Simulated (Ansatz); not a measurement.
# W: how the settings move a single-point run

How sensitive is a single-point run of W to its settings? A reference run comes first, then two runs with altered input.

The COD cell was measured well above room temperature, so it is larger than a cold one.

Method: reference: DFT, PBE, PAW with Ansatz's default frozen-core files, scalar-relativistic, in Ansatz 0.2.0.

### 1 The system as given

Symmetry: I4/mmm, No. 139, tetragonal system. The conventional cell has a = 3.131 Å, b = 3.131 Å, c = 3.195 Å, α = 90.00°, β = 90.00°, γ = 90.00°. Around W (site symmetry 4/mmm) lie 14 W at 2.73 to 3.19 Å.

Structure file:

```
W
1.0
    -1.56535    1.56535    1.59730
     1.56535   -1.56535    1.59730
     1.56535    1.56535   -1.59730
W
1
Direct
  0.00000 0.00000 0.00000
```

### 2 Reference

The input, input.yaml:

```yaml
crystal:
  lattice:
    - [-1.565354, 1.565354, 1.5973]
    - [1.565354, -1.565354, 1.5973]
    - [1.565354, 1.565354, -1.5973]
  atoms:
    - { symbol: W, position: [0.0, 0.0, 0.0] }
kpoints:
  mp_grid: { grid: [14, 14, 14] }
scf:
  occupations: { method: fermi_dirac, width: 0.03 }
hamiltonian:
  xc: pbe
  pseudopotentials: { kind: paw }
output:
  forces: true
  stress: true
  eigenvalues: true
  efg: { contact_densities: true }
  write_density: true
  write_potential: true
  elf: true
  volumetric_format: npy
```

The run is started by

```
$ ansatz run input.yaml --threads 1 --pin off --max-ram 2048MiB --backend cpu --events-out ev --progress --plain --runs-dir out
```

### 3 Variant: dispersion d3bj

Changes to input.yaml since step 2:

```diff
@@ -14,2 +14,3 @@
   pseudopotentials: { kind: paw }
+  dispersion: d3bj
 output:
@@ -19,5 +20 @@
   efg: { contact_densities: true }
-  write_density: true
-  write_potential: true
-  elf: true
-  volumetric_format: npy
```

### 4 Changed: mp_grid.grid [7, 7, 7], lower_state_search full

Changes to input.yaml since step 2:

```diff
@@ -8,5 +8,6 @@
 kpoints:
-  mp_grid: { grid: [14, 14, 14] }
+  mp_grid: { grid: [7, 7, 7] }
 scf:
   occupations: { method: fermi_dirac, width: 0.03 }
+  lower_state_search: full
 hamiltonian:
@@ -19,5 +20 @@
   efg: { contact_densities: true }
-  write_density: true
-  write_potential: true
-  elf: true
-  volumetric_format: npy
```

**Question.** What will these runs give? Wanted: for each run, ending; energy change; pressure; gap; force.

**Answer**, as computed:

```tsv
run	ending	energy change	pressure (GPa)	gap (eV)	force (eV/Å)	cycles	time
reference	converged	0	10.1	0.00	0.00	6	4.9 s
1: dispersion d3bj	converged	-704.5 meV/atom (offset of the dispersion model)	2.6	0.00	0.00	6	4.1 s
2: mp_grid.grid [7, 7, 7], lower_state_search full	converged	+58.9 meV/atom	10.5	0.00	0.00	6	11 s
```

Times don't compare one to one where runs were asked for different outputs or read a saved state (see the inputs); cycles may leave out searches for a lower state.

Residual by cycle in the longest SCF loop of each run; runs are numbered as in the table. The quantity is the density residual dr2, in eV.

```tsv
cycle	reference	run 1	run 2
1	2.4e-4	2.4e-4	4.7e-4
2	5.4e-5	5.4e-5	7.9e-5
3	7.5e-6	7.5e-6	1.8e-6
4	4.8e-7	4.8e-7	6.4e-7
5	3.4e-8	3.4e-8	1.1e-8
6	2.8e-10	2.8e-10	4.1e-10
```

What this shows: «mp_grid.grid [7, 7, 7], lower_state_search full» moves the energy by +58.9 meV/atom. Of the variants the dearest is «mp_grid.grid [7, 7, 7], lower_state_search full» (11 s), the cheapest «dispersion d3bj» (4.1 s), on a shared host.
